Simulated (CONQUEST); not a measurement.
A run of CONQUEST 1.3 is set up as follows.

File Conquest_input:

```
IO.Title BN
IO.Coordinates coords.dat
IO.FractionalAtomicCoords F
IO.Iprint 2
IO.Iprint_init 1
General.NumberOfSpecies 4
General.PseudopotentialType hamann
General.FunctionalType -109134
General.DifferentFunctional T
AtomMove.TypeOfRun static
AtomMove.FullStress T
Grid.GridCutoff 120
DM.SolutionMethod diagon
Diag.MPMesh F
Diag.kT 0.00183747
minE.SCTolerance 1e-6
SC.MaxIters 100
Spin.SpinPolarised T
Spin.FixSpin F
SC.LinearMixingFactor 0.3
SC.MaxPulay 8
minE.SelfConsistent F
General.LoadRho T
Diag.KspaceLines T
Diag.NumKptLines 12
Diag.NumKpts 6
IO.writeDOS T
%block ChemicalSpeciesLabel
1 14.010 N_1
2 14.010 N_2
3 14.010 N_3
4 10.810 B
%endblock
%block N_1
Atom.SpinNeUp 2.6300
Atom.SpinNeDn 2.3700
%endblock
%block N_2
Atom.SpinNeUp 2.4600
Atom.SpinNeDn 2.5400
%endblock
%block N_3
Atom.SpinNeUp 2.3250
Atom.SpinNeDn 2.6750
%endblock
%block B
Atom.SpinNeUp 1.5000
Atom.SpinNeDn 1.5000
%endblock
%block Diag.KpointLines
0.000000 0.000000 0.000000
0.500000 0.000000 0.000000
0.500000 0.000000 0.000000
0.500000 0.500000 0.000000
0.500000 0.500000 0.000000
0.000000 0.500000 0.000000
0.000000 0.500000 0.000000
0.000000 0.000000 0.000000
0.000000 0.000000 0.000000
0.000000 0.000000 0.500000
0.000000 0.000000 0.500000
0.500000 0.000000 0.500000
0.500000 0.000000 0.500000
0.500000 0.500000 0.500000
0.500000 0.500000 0.500000
0.000000 0.500000 0.500000
0.000000 0.500000 0.500000
0.000000 0.000000 0.500000
0.000000 0.500000 0.000000
0.000000 0.500000 0.500000
0.500000 0.000000 0.500000
0.500000 0.000000 0.000000
0.500000 0.500000 0.000000
0.500000 0.500000 0.500000
%endblock
```

File coords.dat:

```
    4.7304837556     0.0000000000     0.0000000000
    0.0000000000     8.1866384091     0.0000000000
    0.0000000000     0.0000000000    13.2103792755
8
  0.0000000000   1.3643142610   6.6051896378 1 T T T
  0.0000000000   5.4576334655   0.0000000000 2 T T T
  2.3652418778   1.3643142610   0.0000000000 3 T T T
  2.3652418778   5.4576334655   6.6051896378 3 T T T
  0.0000000000   0.0003982800   0.0000000000 4 T T T
  0.0000000000   4.0937174845   6.6051896378 4 T T T
  2.3652418778   0.0003982800   6.6051896378 4 T T T
  2.3652418778   4.0937174845   0.0000000000 4 T T T
```

Contents of Conquest_input (of the self-consistent run):

```
IO.Title BN
IO.Coordinates coords.dat
IO.FractionalAtomicCoords F
IO.Iprint 2
IO.Iprint_init 1
General.NumberOfSpecies 4
General.PseudopotentialType hamann
General.FunctionalType -109134
General.DifferentFunctional T
AtomMove.TypeOfRun static
AtomMove.FullStress T
Grid.GridCutoff 120
DM.SolutionMethod diagon
Diag.MPMesh T
Diag.GammaCentred T
Diag.MPMeshX 8
Diag.MPMeshY 5
Diag.MPMeshZ 3
Diag.kT 0.00183747
minE.SCTolerance 1e-6
SC.MaxIters 100
IO.AtomChargeOutput T
Spin.SpinPolarised T
Spin.FixSpin F
SC.LinearMixingFactor 0.3
SC.MaxPulay 8
IO.DumpChargeDensity T
IO.DumpTotPot T
%block ChemicalSpeciesLabel
1 14.010 N_1
2 14.010 N_2
3 14.010 N_3
4 10.810 B
%endblock
%block N_1
Atom.SpinNeUp 2.6300
Atom.SpinNeDn 2.3700
%endblock
%block N_2
Atom.SpinNeUp 2.4600
Atom.SpinNeDn 2.5400
%endblock
%block N_3
Atom.SpinNeUp 2.3250
Atom.SpinNeDn 2.6750
%endblock
%block B
Atom.SpinNeUp 1.5000
Atom.SpinNeDn 1.5000
%endblock
```

Potentials or basis: PseudoDojo NC PBE, DZ, grid cutoff 120 Ha.

Command:

```bash
$ Conquest   # self-consistent run
$ Conquest   # the run along the path, in the same folder
```

Estimate the band gap along the path.

4.02 eV.

Predict the net moment.

0.00 μB per cell.

Caveat: the atomic basis is small; the box holds several primitive cells, so bands are folded and the points are those of the box's own zone; the basis of atomic orbitals isn't converged, which shifts pressures, moduli and gaps.
